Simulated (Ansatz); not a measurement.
# ZnS: the cost of one run

Computed with Ansatz 0.2.0 (DFT PBE, scalar-relativistic, plane waves, PAW, unless a step's input says otherwise).

## Step 1: The structure to begin with

The structure is orthorhombic, space group Cmcm (No. 63). Conventional cell: a = 4.048 Å, b = 10.270 Å, c = 3.920 Å, α = 90.00°, β = 90.00°, γ = 90.00°. Zn (site symmetry m2m) is surrounded by 7 S at 2.87 to 3.04 Å. Around S (site symmetry m2m) lie 2 S at 2.60 Å and 7 Zn at 2.87 to 3.04 Å.

Coordinates:

```xyz
4
Lattice="2.0238 -5.1349 0.0000 2.0238 5.1349 0.0000 0.0000 0.0000 3.9197" Properties=species:S:1:pos:R:3 pbc="T T T"
Zn    2.0238   -3.7177    2.9398
Zn    2.0238    3.7177    0.9799
S     2.0238   -0.8524    2.9398
S     2.0238    0.8524    0.9799
```

This is candidate A: ScGa type (Cmcm, No. 63).

(A quick probe on a coarse mesh, which set the mesh and smearing, is not shown.)

## Step 3: A loose first relaxation (candidate A)

Input file input.yaml:

```yaml
crystal:
  lattice:
    - [2.0237703309, -5.1349020952, 0.0]
    - [2.0237703309, 5.1349020952, 0.0]
    - [0.0, 0.0, 3.9197341814]
  atoms:
    - { symbol: Zn, position: [0.862, 0.138, 0.75] }
    - { symbol: Zn, position: [0.138, 0.862, 0.25] }
    - { symbol: S, position: [0.583, 0.417, 0.75] }
    - { symbol: S, position: [0.417, 0.583, 0.25] }
basis:
  ecutwfc: 420
kpoints:
  mp_grid: { grid: [4, 4, 4] }
hamiltonian:
  xc: pbe
scf:
  occupations: { method: gaussian, width: 0.1 }
  lower_state_search: "off"
output:
  forces: true
  stress: true
  eigenvalues: true
relax:
  adjacent_minimum: "off"
  f_tol: 0.04
  max_steps: 70
  cell: { stress_tol: 0.4 }
```

Run with:

```bash
ansatz run input.yaml --threads 1 --pin off --max-ram 2560MiB --backend cpu --events-out ev --progress --plain --runs-dir out
```

What time and memory should one allow on 1 thread of Intel Xeon 6975P-C (Granite Rapids), shared host?

About 22 s, with a peak of 0.43 GiB.
